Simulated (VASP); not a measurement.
Input of a VASP 6.6.1 run:

File INCAR:

```
SYSTEM = AlN
PREC     = Accurate       ! precision mode
ENCUT    = 600            ! plane-wave cutoff, eV
EDIFF    = 1E-7           ! SCF threshold, eV
ISMEAR   = 0              ! smearing method
SIGMA    = 0.03           ! smearing width, eV
LREAL    = .False.        ! projectors in reciprocal space
LASPH    = .True.         ! aspherical terms in the spheres
NELM     = 80             ! most SCF steps
ALGO     = Normal         ! electronic algorithm
ISIF     = 3              ! what is computed and relaxed
LWAVE    = .False.        ! write WAVECAR
LCHARG   = .False.        ! write CHGCAR
GGA      = PS             ! functional
IBRION   = 2              ! ionic algorithm
NSW      = 90             ! ionic steps
EDIFFG   = -0.005         ! ionic threshold
KPAR     = 4
```

The input KPOINTS:

```
Automatic mesh
0
Gamma
  12 12 5
  0 0 0
```

The input POSCAR:

```
AlN                                     
1.0
    3.1135200728     -0.0000000000     -0.0000000000
   -1.5567600414      2.6963874769      0.0000000000
    0.0000000000      0.0000000000      4.9831638549
  Al              N             
     2     2
Direct
     0.3333333300000021    0.6666666699999979    0.9965736044752396
     0.6666666699999979    0.3333333300000021    0.4965736044752395
     0.3333333300000021    0.6666666699999979    0.3784263955247605
     0.6666666699999979    0.3333333300000021    0.8784263955247604
```

Potentials or basis: VASP PAW PBE potentials, release 64 (Al, N).

Launch:

```sh
$ cat potpaw_PBE.64/Al/POTCAR potpaw_PBE.64/N/POTCAR > POTCAR
$ mpirun -np 4 vasp_std > vasp.out
```

Question: Estimate the band gap on the k mesh.

Answer: 4.12 eV, direct.

Question: Predict the relaxed cell.

Answer: a = 3.113 Å, b = 3.113 Å, c = 4.983 Å, α = 90.00°, β = 90.00°, γ = 120.00°.

Question: What does it give for the relaxed volume?

Answer: 10.45 Å³/atom.

Final structure:
```
CELL_PARAMETERS angstrom
3.11281 0.00000 0.00000
-1.55640 2.69577 0.00000
0.00000 0.00000 4.98284
ATOMIC_POSITIONS crystal
Al 0.33333 0.66667 0.99653
Al 0.66667 0.33333 0.49653
N 0.33333 0.66667 0.37847
N 0.66667 0.33333 0.87847
```

Caveat: the PAW data sets were made with another functional, which shifts forces and pressure a little; an odd mesh through Γ misses points on the zone boundary, where band edges often lie. PBEsol gaps usually lie below the measured ones, often by a third to a half.
